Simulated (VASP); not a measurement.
Runs of VASP 6.6.1 on LiF. The cell holds a slab with vacuum, 12 atoms: a = 2.848 Å, b = 2.848 Å, c = 25.070 Å, α = 90.00°, β = 90.00°, γ = 90.00°. 

| task | level | cell | smearing | atoms held fixed (from 0) | gap on the mesh (eV) | largest force (eV/Å) |
| --- | --- | --- | --- | --- | --- | --- |
| relaxation of the atoms | PBE+D3 | atoms relaxed from: the (1 0 0) slab of LiF, cut from the database cell, not relaxed | gaussian 0.05 eV | [0, 6, 1, 7, 2, 8] | 6.24 | - |
| work function | PBE | the (1 0 0) slab of LiF, cut from the database cell, not relaxed | gaussian 0.05 eV | - | 6.46 | 0.36 |
| work function | r2SCAN | the (1 0 0) slab of LiF, cut from the database cell, not relaxed | tetrahedron | - | 7.31 | (a) |
| single point | PBE | the (1 0 0) slab of LiF, cut from the database cell, not relaxed | fermi-dirac 0.05 eV | - | 6.46 | 0.36 |
| relaxation of the atoms | RPBE | atoms relaxed from: the (1 0 0) slab of LiF, cut from the database cell, not relaxed | gaussian 0.05 eV | [0, 6, 1, 7, 2, 8] | 6.03 | - |

Alike in all rows: potentials or basis VASP PAW PBE potentials, release 64 (Li_sv, F); no spin polarisation; k mesh 9 × 9 × 1; cutoff (eV) 520.

Q: Estimate the missing entries.

A: (a) 0.40.

Caveats: the PAW data sets were made with another functional, which shifts forces and pressure a little (some runs).

A k mesh can miss the band edges.
